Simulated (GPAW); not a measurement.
Here is a GPAW 26.7.0 calculation.

The input run.py:

```python
from ase.dft.bandgap import bandgap
from ase.io import read, write
from ase.units import GPa
from gpaw import GPAW, PW

atoms = read('POSCAR')

calc = GPAW(mode=PW(500),
            xc='PBE',
            kpts={'size': (6, 6, 6), 'gamma': True},
            occupations={'name': 'fermi-dirac', 'width': 0.05},
            nbands=18,
            convergence={'density': 1e-05, 'energy': 1e-05},
            maxiter=100,
            txt='gpaw.txt')
atoms.calc = calc
energy = atoms.get_potential_energy()
forces = atoms.get_forces()
stress = atoms.get_stress()
calc.write('gs.gpw')
write('result.traj', atoms)
print(f'Energy: {energy:.6f} eV')
print('Forces (eV/A):')
print(forces.round(4))
print('Stress (GPa):', (stress / GPa).round(3))
print('Fermi level:', round(calc.get_fermi_level(), 4), 'eV')
print(f'Gap: {bandgap(calc)[0]:.4f} eV, direct: {bandgap(calc, direct=True)[0]:.4f} eV')
```

POSCAR

```
GaSb
1.0
    0.0000000000      3.0590000000      3.0590000000
    3.0590000000      0.0000000000      3.0590000000
    3.0590000000      3.0590000000      0.0000000000
Sb Ga
1 1
Direct
    0.7500000000      0.7500000000      0.7500000000
    0.0000000000      0.0000000000      0.0000000000
```

Potentials or basis: GPAW PAW data sets (gpaw-data 1.2.1), pw.

The run is started by

```console
$ OMP_NUM_THREADS=1 python run.py
```

Question: What does it give for the band gap on the k mesh?

Answer: 0.09 eV, direct.

Question: Estimate the pressure.

Answer: 2.1 GPa.

Caveat: the cutoff is short for stress and forces, so pressures can be off by a GPa or more; spin-orbit coupling is left out, which moves the levels of the heavy elements. A k mesh can miss the band edges.
